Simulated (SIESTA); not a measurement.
# BaTiO3 (Barioperovskite) under changes of volume

One of the cells (12.867 Å³/atom); the others are scaled copies at fixed shape and fractional positions:

```xyz
5
Lattice="3.9855 0.0000 0.0000 0.0000 2.8369 2.8451 0.0000 -2.8369 2.8451" Properties=species:S:1:pos:R:3 pbc="T T T"
Ba    0.0000    0.0000    0.0000
Ti    1.9928    0.0000    2.9157
O     1.9928    1.3804    4.2594
O     1.9928   -1.3804    4.2594
O     0.0000    0.0000    2.7735
```

| Item | Value |
| --- | --- |
| Program | SIESTA 5.4.2 |
| Functional | PBEsol |
| Potentials or basis | PseudoDojo 0.4 standard (PBEsol files) |
| Basis | DZP (energy shift 0.003 Ry; two zetas on semicore shells; d shell added on Ba) |
| Grid cutoff | 800 Ry |
| Energy shift | 0.003 Ry |
| k mesh | 5 × 5 × 5 |
| Occupations | fermi-dirac, width 0.05 eV |
| Spin | no spin polarisation |

```csv
volume (Å³/atom),energy over the lowest point (meV/atom),pressure (GPa),gap on the mesh (eV),largest force (eV/Å)
12.095,19.02,10.3,1.99,0.293
12.353,6.09,5.9,1.97,0.243
12.610,0.00,1.8,1.93,0.236
12.867,0.01,-1.8,1.88,0.265
13.125,?,?,?,?
13.382,15.84,-7.8,1.80,0.376
13.639,30.53,-10.4,1.76,0.455
```

Question: What does the run at 13.125 Å³/atom give?

Answer: Energy over the lowest point 5.48 meV/atom; pressure -5.0 GPa; gap on the mesh 1.84 eV; largest force 0.318 eV/Å.

Worked out: A Birch-Murnaghan fit of order 3 (a polynomial in V^(-2/3)) to the other rows has its minimum at 12.74 Å³/atom with B0 = V·E''(V) = 178 GPa and B' = 4.5 at fixed shape and positions, which overstates the stiffness. It gives 5.49 meV/atom at 13.125 Å³/atom, against the run's 5.48, and -dE/dV = -5.0 GPa, against -5.0. A parabola through the other rows of the gap, of slope -2.16 eV per unit of ln V there, gives 1.85 eV, against the run's 1.84.

Energies are extrapolated to zero smearing.

Caveats: this set's barium file shifts pressures by up to 1 GPa against other sets; spin-orbit coupling is left out, which moves the levels of the heavy elements; an odd mesh through Γ misses points on the zone boundary, where band edges often lie; the basis of atomic orbitals isn't converged, which shifts pressures, moduli and gaps.
